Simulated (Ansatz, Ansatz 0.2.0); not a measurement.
# Elastic constants of cubic boron arsenide: PBEsol, r2SCAN and LDA against values tied to one bulk modulus

## What was measured

The reference values come from "Basic Physical Properties of Cubic Boron Arsenide" (2019, arXiv:1911.11281). C11 was obtained on the (111) surface of a single crystal by fitting a surface-acoustic-wave model, together with picosecond ultrasonics. C44 follows from the room-temperature sound velocity along [111], which is uncertain by about 6 %. Both evaluations use a bulk modulus of 148 GPa taken from earlier experimental literature; the method behind that value is not given with it. C12 was not measured separately but calculated from C11 and this bulk modulus. The four numbers are therefore not four independent tests: an error in the bulk modulus would pass into all the others, and most strongly into C12.

| compared with | measured | source's wording or label | T (K) | method |
| --- | --- | --- | --- | --- |
| B (GPa) | 148 | literature experimental value | – | method not stated |
| C11 (GPa) | 285 | C11 | – | surface acoustic waves and picosecond ultrasonics |
| C12 (GPa) | 79.5 | C12 | – | from C11 and literature bulk modulus |
| C44 (GPa) | 149 | C44 | room temperature | picosecond ultrasonics with literature bulk modulus |

Conditions are those given with the value in the passage it was taken from; "not stated" means there, and the paper may say more elsewhere. The values are a selection: others may have been left out beforehand as unlike or outlying.

## Approach

I want B, C11, C12 and C44 of zinc-blende BAs, each within 10 % of the reference. That leaves room for the usual error of a good semilocal functional in a covalent semiconductor and for the few per cent by which a static lattice is normally stiffer than a crystal at room temperature, yet it would still expose a wrong lattice constant or a poor strain response. The limit is hard on C12, a difference quantity: with C11 held fixed, a 10 % change in B moves it by nearly 30 %. For C44 the velocity uncertainty alone amounts to roughly 20 %, so a pass or miss there will carry little weight. The Debye temperature is not compared here.

The model is the perfect two-atom primitive cell. I go straight to PBEsol with the cell relaxed, because this functional usually gives good lattice constants for such solids and the moduli depend strongly on volume. Straining the diffraction cell unrelaxed would save little and would mix a residual pressure into the constants. The ions must relax under strain, since shear displaces the two sublattices against each other and this lowers C44. After the first result I will tighten cutoff and k mesh separately, then set another functional beside it for scale.

Plain PBE isn't shown in this study.

System: BAs (boron arsenide), zinc blende; F-43m (No. 216), 2 atoms in the primitive cell; the database structure is a diffraction structure: a = 4.777 Å; structure from the Crystallography Open Database.

## 1. PBEsol at its own equilibrium volume

An 8×8×8 mesh with the default cutoff is a reasonable working point for a small-cell semiconductor. I expect a lattice constant close to the diffraction value and moduli within several per cent of the reference, with C12 the least certain.

**Run 1.** Ansatz 0.2.0: PBEsol, cell and atoms relaxed from the database structure, cutoff 420 eV (default), 8x8x8 k mesh, Gaussian smearing 0.02 eV; elastic constants by two-point finite strains with relaxed ions.

Key lines of the input:
```
crystal:
  # lattice and atoms
kpoints:
  mp_grid: { grid: [8, 8, 8] }
hamiltonian:
  xc: pbesol
scf:
  occupations: { method: gaussian, width: 0.02 }
output:
  stress: true
elastic:
  mode: relaxed_ion
  stencil: two_point
```

Command:
```
ansatz run input.yaml --threads 4 --pin off --max-ram 8192MiB --backend cpu --events-out ev --progress --plain --runs-dir out
```

Selected lines of the output:
```
  C = ∂σ_k/∂η_j (tension-positive GPa; Voigt order 11 22 33 23 13 12):
       277.653     71.964     71.964     -0.000      0.000      0.000
        -0.000     -0.000     -0.000    149.858     -0.000     -0.000
  moduli (Voigt/Reuss/Hill, GPa): K = 140.53/140.53/140.53   G = 131.05/126.69/128.87   E = 296.10   ν = 0.149
```

Converged; 14 s on 4 cores of Arm Neoverse V1, shared host.

| quantity | run 1 | measured | deviation |
| --- | --- | --- | --- |
| B (GPa) | 140.5 | 148 | −7.5 (−5.0 %) |
| C11 (GPa) | 277.7 | 285 | −7.3 (−2.6 %) |
| C12 (GPa) | 72.0 | 79.5 | −7.5 (−9.5 %) |
| C44 (GPa) | 149.9 | 149 | +0.9 (+0.6 %) |
| cell volume (Å³) | 108.39 |  |  |
| pressure (GPa) | −0.00136 |  |  |
| G (GPa) | 128.9 |  |  |

All four constants lie inside the limit, but C12 only narrowly, at −9.5 %. C11 and C12 are both low by about 7.5 GPa, so their difference, 205.7 GPa, practically equals the 205.5 GPa of the reference. The disagreement is thus in the response to compression and hardly in the tetragonal shear. Since the reference C12 was itself built from C11 and the literature bulk modulus, this is one discrepancy showing up in three rows.

The relaxed volume of 108.39 Å³ is about 0.6 % below that of the diffraction cell, so an overexpanded lattice does not explain the low bulk modulus.

## 2. Cutoff and k mesh, separately

With C12 this close to its limit, a shift of half a gigapascal could change the call. I raise the cutoff to 590 eV on the same mesh, and separately the mesh to 12×12×12 at the default cutoff. I expect C11 and C12 to be the more sensitive to the basis, because the cell volume moves with it.

**Run 2.** Ansatz 0.2.0: PBEsol, cell and atoms relaxed from the database structure, cutoff 590 eV, 8x8x8 k mesh, Gaussian smearing 0.02 eV; elastic constants by two-point finite strains with relaxed ions.

Key lines of the input, as changed from run 1:
```diff
+ basis:
+   ecutwfc: 590.0
```

Selected lines of the output:
```
  C = ∂σ_k/∂η_j (tension-positive GPa; Voigt order 11 22 33 23 13 12):
       277.680     71.949     71.949      0.000      0.000      0.000
        -0.000     -0.000     -0.000    149.877     -0.000      0.000
```

Converged; 31 s on 4 cores of Arm Neoverse V2, shared host.

**Run 3.** Ansatz 0.2.0: PBEsol, cell and atoms relaxed from the database structure, cutoff 420 eV (default), 12x12x12 k mesh, Gaussian smearing 0.02 eV; elastic constants by two-point finite strains with relaxed ions.

Key lines of the input, as changed from run 1:
```diff
  kpoints:
-   mp_grid: { grid: [8, 8, 8] }
+   mp_grid: { grid: [12, 12, 12] }
```

Selected lines of the output:
```
  C = ∂σ_k/∂η_j (tension-positive GPa; Voigt order 11 22 33 23 13 12):
       277.759     71.728     71.728     -0.000      0.000      0.000
        -0.000      0.000      0.000    150.031     -0.000      0.000
  moduli (Voigt/Reuss/Hill, GPa): K = 140.41/140.41/140.41   G = 131.22/126.87/129.05   E = 296.35   ν = 0.148
```

Converged; 58 s, same machine.

| quantity | run 2 | run 3 | measured |
| --- | --- | --- | --- |
| B (GPa) | 140.5 | 140.4 | 148 |
| C11 (GPa) | 277.7 | 277.8 | 285 |
| C12 (GPa) | 71.9 | 71.7 | 79.5 |
| C44 (GPa) | 149.9 | 150.0 | 149 |
| cell volume (Å³) | 108.38 | 108.39 |  |
| pressure (GPa) | 0.00318 | −0.00126 |  |
| G (GPa) | 128.9 | 129.0 |  |

The higher cutoff changes no constant by more than about 0.03 GPa. Contrary to what I expected, the mesh matters more than the basis: C12 drops by 0.24 GPa and C44 rises by 0.17 GPa, while C11 moves by only 0.1 GPa. These are small shifts, but C12 now stands 9.8 % below the reference, less than 0.2 GPa inside the limit. It remains a narrow pass, with a margin smaller than the change the mesh has just made. The bulk modulus stays 5 % low, so neither setting accounts for the softness under compression.

## 3. r2SCAN for scale

What remains is the functional or the reference. I take r2SCAN as the neighbour, a meta-GGA that usually describes covalent semiconductors well and tends to make them somewhat stiffer than PBEsol does. I expect B and C12 to rise towards the reference, and C11 and C44 to rise with them, perhaps past it. The 8×8×8 mesh allows a direct comparison with the first PBEsol run.

**Run 4.** Ansatz 0.2.0: r2SCAN, cell and atoms relaxed from the database structure, cutoff 500 eV (default), 8x8x8 k mesh, Gaussian smearing 0.02 eV; elastic constants by two-point finite strains with relaxed ions.

Key lines of the input, as changed from run 1:
```diff
  hamiltonian:
-   xc: pbesol
+   xc: r2scan
```

Selected lines of the output:
```
  C = ∂σ_k/∂η_j (tension-positive GPa; Voigt order 11 22 33 23 13 12):
       289.427     66.778     66.778     -0.000      0.000      0.000
        -0.000     -0.000     -0.000    157.315      0.000      0.000
  moduli (Voigt/Reuss/Hill, GPa): K = 140.99/140.99/140.99   G = 138.92/135.01/136.96   E = 310.38   ν = 0.133
```

Converged; 17 s, same machine.

| quantity | run 4 | measured | deviation |
| --- | --- | --- | --- |
| B (GPa) | 141.0 | 148 | −7.0 (−4.7 %) |
| C11 (GPa) | 289.4 | 285 | +4.4 (+1.6 %) |
| C12 (GPa) | 66.8 | 79.5 | −12.7 (−16.0 %) |
| C44 (GPa) | 157.3 | 149 | +8.3 (+5.6 %) |
| cell volume (Å³) | 109.48 |  |  |
| pressure (GPa) | 0.00206 |  |  |
| G (GPa) | 137.0 |  |  |

C12 went the other way: r2SCAN puts it 16 % below the reference, a clear miss, while B, C11 and C44 pass. The bulk modulus barely differs from the PBEsol value, 141.0 against 140.5 GPa, although the r2SCAN cell is about 1 % larger. What changes is the shear response: C11 − C12 grows from 205.7 to 222.6 GPa, and C44 rises by 7.5 GPa.

The two functionals thus disagree on shear and agree on a bulk modulus about 5 % below the literature value. The reference C12 is (3B − C11)/2, so keeping its C11 and inserting a B of 141 GPa would give about 69 GPa, between the two computed values. That is no corrected measurement, since C11 was itself fitted with the literature B, but it shows how much of the C12 deviation can come from that one input.

## 4. The bulk modulus: functional and volume

Two runs bear on the low B. LDA normally binds more tightly and should give a smaller cell and a higher bulk modulus; I want to see whether it reaches 148 GPa. PBEsol in the diffraction cell, slightly larger than its own equilibrium cell, shows how much B changes with volume. I expect it to fall there, which would make the disagreement larger.

**Run 5.** Ansatz 0.2.0: LDA, cell and atoms relaxed from the database structure, cutoff 420 eV (default), 8x8x8 k mesh, Gaussian smearing 0.02 eV; elastic constants by two-point finite strains with relaxed ions.

Key lines of the input, as changed from run 1:
```diff
  hamiltonian:
-   xc: pbesol
+   xc: lda
```

Selected lines of the output:
```
  C = ∂σ_k/∂η_j (tension-positive GPa; Voigt order 11 22 33 23 13 12):
       289.391     75.874     75.874     -0.000     -0.000     -0.000
  moduli (Voigt/Reuss/Hill, GPa): K = 147.05/147.05/147.05   G = 136.31/131.71/134.01   E = 308.36   ν = 0.150
```

Converged; 14 s on 4 cores of Arm Neoverse V1, shared host.

**Run 6.** Ansatz 0.2.0: PBEsol, atoms relaxed in the database cell, cutoff 420 eV (default), 8x8x8 k mesh, Gaussian smearing 0.02 eV; elastic constants by two-point finite strains with relaxed ions.

Key lines of the input, as changed from run 2:
```diff
- basis:
-   ecutwfc: 590.0
```

Selected lines of the output:
```
  C = ∂σ_k/∂η_j (tension-positive GPa; Voigt order 11 22 33 23 13 12):
       273.614     68.969     68.969      0.000      0.000      0.000
        -0.000      0.000      0.000    148.205     -0.000     -0.000
  moduli (Voigt/Reuss/Hill, GPa): K = 137.18/137.18/137.18   G = 129.85/125.67/127.76   E = 292.48   ν = 0.145
```

Converged; 17 s, same machine.

| quantity | run 5 | run 6 | measured |
| --- | --- | --- | --- |
| B (GPa) | 147.0 | 137.2 | 148 |
| C11 (GPa) | 289.4 | 273.6 | 285 |
| C12 (GPa) | 75.9 | 69.0 | 79.5 |
| C44 (GPa) | 156.0 | 148.2 | 149 |
| cell volume (Å³) | 105.99 | – |  |
| pressure (GPa) | −0.01993 | −0.79687 |  |
| G (GPa) | 134.0 | 127.8 |  |

LDA reaches 147.0 GPa for B and brings all four constants inside the limit, with C12 4.6 % low. It does so in a cell of 105.99 Å³, about 2.8 % smaller in volume than the diffraction cell. Thermal and zero-point expansion would account for only part of that gap, so I read the good bulk modulus as helped by overbinding, and not as evidence that LDA describes the compression better.

In the diffraction cell PBEsol is under a tension of 0.8 GPa. B falls by about 3.3 GPa and C12 by 3.0 GPa, which puts C12 13 % below the reference, a miss. C44 loses only 1.7 GPa. The drop in B relative to the pressure corresponds to a pressure derivative of about 4, an ordinary value for a covalent solid, so the strain response and the stress are consistent with each other. An expansion of only 0.6 % in volume is thus enough to undo the narrow pass of C12, and using the measured cell moves B further from 148 GPa.

## All runs against the measurement

| run | settings | B (GPa) | C11 (GPa) | C12 (GPa) | C44 (GPa) | mean abs. dev. of these columns (%) | cost |
| --- | --- | --- | --- | --- | --- | --- | --- |
| 1 | PBEsol, cell and atoms relaxed from the database structure, cutoff 420 eV (default), 8x8x8 k mesh | 140.5 | 277.7 | 72.0 | 149.9 | 4.4 | under 1 core-min |
| 2 | PBEsol, cell and atoms relaxed from the database structure, cutoff 590 eV, 8x8x8 k mesh | 140.5 | 277.7 | 71.9 | 149.9 | 4.4 | 2.1 core-min |
| 3 | PBEsol, cell and atoms relaxed from the database structure, cutoff 420 eV (default), 12x12x12 k mesh | 140.4 | 277.8 | 71.7 | 150.0 | 4.5 | 3.9 core-min |
| 4 | r2SCAN, cell and atoms relaxed from the database structure, cutoff 500 eV (default), 8x8x8 k mesh | 141.0 | 289.4 | 66.8 | 157.3 | 7.0 | 67 core-s |
| 5 | LDA, cell and atoms relaxed from the database structure, cutoff 420 eV (default), 8x8x8 k mesh | 147.0 | 289.4 | 75.9 | 156.0 | 2.9 | under 1 core-min |
| 6 | PBEsol, atoms relaxed in the database cell, cutoff 420 eV (default), 8x8x8 k mesh | 137.2 | 273.6 | 69.0 | 148.2 | 6.3 | 68 core-s |
|  | measured | 148 | 285 | 79.5 | 149 |  |  |

Further runs on the same system, made beside this series (convergence steps with loose settings among them):

| further | settings | B (GPa) | C11 (GPa) | C12 (GPa) | C44 (GPa) | mean abs. dev. of these columns (%) | cost |
| --- | --- | --- | --- | --- | --- | --- | --- |
| F1 | PBEsol, cell and atoms relaxed from the database structure, cutoff 420 eV (default), 6x6x6 k mesh | 140.6 | 276.8 | 72.5 | 148.9 | 4.2 | under 1 core-min |
|  | measured | 148 | 285 | 79.5 | 149 |  |  |

## Conclusion

PBEsol at its relaxed volume, with the 12×12×12 mesh, meets the 10 % target for all four constants, at a cost of 3.9 core-minutes. B is 5.1 % low, C11 2.5 % low and C44 0.7 % high. C12, 9.8 % low, is a narrow pass, and the margin is too thin to rank levels on. It fell at each step from the 6×6×6 to the 12×12×12 mesh, the last time by more than the margin left. The effect of the strain amplitude, which could matter on this scale, is not shown in this report.

The higher cutoff changed practically nothing. The run in the diffraction cell was more useful: 0.6 % more volume lowers C12 by 3 GPa and turns the pass into a miss. Since warming expands the lattice and normally softens B, allowing for temperature would probably widen the deficit in B.

Against the reference as given, PBEsol reproduces C11 − C12 almost exactly and the disagreement lies in compression; but the reference difference is itself built from C11 and the literature B, so this match would shift if that B is off. r2SCAN gives nearly the same B but a stiffer shear response, and misses C12 by 16 %. LDA comes closest on average, in a cell that is too small, so I count its good B as partly a cancellation.

I cannot settle whether PBEsol is too soft or the literature B of 148 GPa too high. If that value came from an equation-of-state fit, it depends on the pressure range and the assumed pressure derivative. It also enters the other three reference values, C12 most directly, so the four passes are not independent confirmations. The close C44 proves little, given the 6 % uncertainty in the sound velocity. An independent determination of B would help more than a denser mesh.

[Logs are printed without paths, hosts, clocks, repeated set-up lines and the standing remarks that a program may print on its own settings, such as how far it seeks lower states.]

[The runs shown are a pick from a larger set of finished runs; failed, doubtful and other runs were left out of it ahead of writing. So were measured values far from every level or from commonly accepted values, and agreement can look better than it is. Lines of input and output are excerpts and may be shortened.]
